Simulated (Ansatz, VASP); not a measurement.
# AlN: VASP beside Ansatz

File INCAR:

```
SYSTEM = AlN
PREC = Accurate
ENCUT = 600
EDIFF = 1E-6
ISMEAR = 0
SIGMA = 0.02
LREAL = .FALSE.
LASPH = .TRUE.
NELM = 100
ALGO = Normal
ISIF = 3
LWAVE = .FALSE.
LCHARG = .FALSE.
GGA = PE
IBRION = 2
NSW = 100
EDIFFG = -0.01
```

KPOINTS

```
Automatic mesh
0
G
  6 6 10
  0 0 0
```

The input POSCAR:

```
AlN
1.0
    7.6122359526      0.0000000000      0.0000000000
   -3.8061179763      6.5923897145      0.0000000000
    0.0000000000      0.0000000000      2.8467244030
Al N
6 6
Direct
    0.8584360786      0.5541992230      0.7500000000
    0.3042368556      0.8584360786      0.2500000000
    0.6957631444      0.1415639214      0.7500000000
    0.5541992230      0.6957631444      0.2500000000
    0.1415639214      0.4458007770      0.2500000000
    0.4458007770      0.3042368556      0.7500000000
    0.6963303392      0.5582810097      0.2500000000
    0.1380493295      0.6963303392      0.7500000000
    0.4417189903      0.1380493295      0.2500000000
    0.3036696608      0.4417189903      0.7500000000
    0.5582810097      0.8619506705      0.7500000000
    0.8619506705      0.3036696608      0.2500000000
```

Input for Ansatz:

```yaml
crystal:
  lattice:
    - [7.6122359526, 0.0, 0.0]
    - [-3.8061179763, 6.5923897145, 0.0]
    - [0.0, 0.0, 2.846724403]
  atoms:
    - { symbol: Al, position: [0.8584360786, 0.554199223, 0.75] }
    - { symbol: Al, position: [0.3042368556, 0.8584360786, 0.25] }
    - { symbol: Al, position: [0.6957631444, 0.1415639214, 0.75] }
    - { symbol: Al, position: [0.554199223, 0.6957631444, 0.25] }
    - { symbol: Al, position: [0.1415639214, 0.445800777, 0.25] }
    - { symbol: Al, position: [0.445800777, 0.3042368556, 0.75] }
    - { symbol: "N", position: [0.6963303392, 0.5582810097, 0.25] }
    - { symbol: "N", position: [0.1380493295, 0.6963303392, 0.75] }
    - { symbol: "N", position: [0.4417189903, 0.1380493295, 0.25] }
    - { symbol: "N", position: [0.3036696608, 0.4417189903, 0.75] }
    - { symbol: "N", position: [0.5582810097, 0.8619506705, 0.75] }
    - { symbol: "N", position: [0.8619506705, 0.3036696608, 0.25] }
basis:
  ecutwfc: 420
kpoints:
  mp_grid: { grid: [6, 6, 10] }
hamiltonian:
  xc: pbe
scf:
  occupations: { method: gaussian, width: 0.02 }
output:
  forces: true
  stress: true
  eigenvalues: true
  write_density: true
  write_potential: true
  elf: true
  volumetric_format: npy
relax:
  adjacent_minimum: "off"
  f_tol: 0.01
  max_steps: 80
  cell: { stress_tol: 0.05 }
```

Alike in both runs: task relaxation of cell and atoms; functional PBE; k mesh 6 × 6 × 10; occupations gaussian, width 0.02 eV; no spin polarisation.

|  | VASP | Ansatz |
| --- | --- | --- |
| version | VASP 6.6.1 | Ansatz 0.2.0 |
| potentials or method | VASP PAW PBE potentials, release 64 (Al, N) | scalar-relativistic, plane waves, PAW |
| plane-wave cutoff (eV) | 600 | 420 |
| valence electrons in the cell | 48 | 48 |

Ansatz gave:

- gap on the k mesh at the Fermi level, each at its own relaxed structure (eV): 2.40
- relaxed volume (Å³/atom): 11.90
- relaxed cell length with the largest relative difference (Å): 7.611

**Question.** Estimate VASP's values.

**Answer.** gap on the k mesh at the Fermi level, each at its own relaxed structure (eV): 2.42; relaxed volume (Å³/atom): 11.87; relaxed cell length with the largest relative difference (Å): 7.605.

A k mesh can miss the band edges. PBE gaps usually lie below the measured ones, often by a third to a half.
